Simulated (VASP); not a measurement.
Given:

```xyz
5
Lattice="3.7452 0.0000 0.0000 0.0000 3.7452 0.0000 0.0000 0.0000 3.7452" Properties=species:S:1:pos:R:3 pbc="T T T"
La     0.0000     0.0000     0.0000
Al     1.8726     1.8726     1.8726
O      1.8726     0.0000     1.8726
O      0.0000     1.8726     1.8726
O      1.8726     1.8726     0.0000
```

These are r2SCAN meta-GGA, VASP's PBE PAW potentials (set 64) (plane waves; VASP 6.6.1) values and carry that method's errors. Numerical set-up: 520 eV cut-off, 6×6×6 Γ-centred mesh, Gaussian smearing of 0.050 eV, potentials La Al O.

Task: The job: LaAlO3 (cubic perovskite), 5 atoms, r2SCAN, static run, 520 eV, 6×6×6 Γ-centred mesh. Roughly how much core time does it take on a busy server core?

Result: About 90 core-seconds (one run on a shared machine, a rough figure). It had 20 irreducible k-points, 20 bands, up to 1434 plane waves and 21 electronic steps.

The compound is LaAlO3 in the cubic perovskite structure, the ideal cubic form; the compound distorts at low or room temperature. This cell is one point of a volume scan, at 0.97 of the reference volume.
